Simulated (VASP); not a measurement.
Here is a VASP 6.6.1 calculation.

The input run.py:

```python
from ase.calculators.vasp import Vasp
from ase.dft.bandgap import bandgap
from ase.io import read

atoms = read('Sn.cif', primitive_cell=True, subtrans_included=False)
calc = Vasp(
    directory='calc',
    xc='pbe',
    pp='PBE',
    setups='minimal',
    prec='Accurate',
    encut=500,
    ediff=1e-06,
    ismear=0,
    sigma=0.05,
    lreal=False,
    lasph=True,
    nelm=80,
    algo='Normal',
    isif=2,
    lwave=False,
    lcharg=False,
    kpts=[9, 9, 9],
    gamma=True,
    nbands=11,
)
atoms.calc = calc

print('energy (eV):', atoms.get_potential_energy())
print('free energy (eV):', atoms.get_potential_energy(force_consistent=True))
print('forces (eV/A):')
print(atoms.get_forces())
print('stress (eV/A^3, Voigt):', atoms.get_stress())
print('Fermi level (eV):', calc.get_fermi_level())
gap, top, bottom = bandgap(calc)
print('band gap (eV):', gap, 'from (spin, k, band)', top, 'to', bottom)
```

The input Sn.cif:

```cif
data_Sn
_cell_length_a 5.88028091
_cell_length_b 5.88028091
_cell_length_c 3.19860398
_cell_angle_alpha 90.00000000
_cell_angle_beta 90.00000000
_cell_angle_gamma 90.00000000
_space_group_name_H-M_alt 'I4_1/amd'
_space_group_name_Hall 'I 4bw 2bw -1bw'
_space_group_IT_number 141
loop_
_space_group_symop_operation_xyz
'x,y,z'
'-y,x+1/2,z+1/4'
'-x+1/2,-y+1/2,z+1/2'
'y+1/2,-x,z+3/4'
'x,-y+1/2,-z+1/4'
'-y,-x,-z'
'-x+1/2,y,-z+3/4'
'y+1/2,x+1/2,-z+1/2'
'-x,-y+1/2,-z+1/4'
'y,-x,-z'
'x+1/2,y,-z+3/4'
'-y+1/2,x+1/2,-z+1/2'
'-x,y,z'
'y,x+1/2,z+1/4'
'x+1/2,-y+1/2,z+1/2'
'-y+1/2,-x,z+3/4'
'x+1/2,y+1/2,z+1/2'
'-y+1/2,x,z+3/4'
'-x,-y,z'
'y,-x+1/2,z+1/4'
'x+1/2,-y,-z+3/4'
'-y+1/2,-x+1/2,-z+1/2'
'-x,y+1/2,-z+1/4'
'y,x,-z'
'-x+1/2,-y,-z+3/4'
'y+1/2,-x+1/2,-z+1/2'
'x,y+1/2,-z+1/4'
'-y,x,-z'
'-x+1/2,y+1/2,z+1/2'
'y+1/2,x,z+3/4'
'x,-y,z'
'-y,-x+1/2,z+1/4'
loop_
_atom_site_label
_atom_site_type_symbol
_atom_site_symmetry_multiplicity
_atom_site_Wyckoff_symbol
_atom_site_fract_x
_atom_site_fract_y
_atom_site_fract_z
_atom_site_occupancy
Sn1 Sn 4 a 0.0000000000 0.0000000000 0.0000000000 1
```

Potentials or basis: VASP PAW PBE potentials, release 64 (Sn).

Run with:

```sh
$ python run.py
```

What does it give for the band gap on the k mesh?

None (metal or under the smearing width).

Predict the pressure.

1.4 GPa.

Stress tensor (GPa, compression positive):
```
1.43 0.00 0.00
0.00 1.43 0.00
0.00 0.00 1.19
```
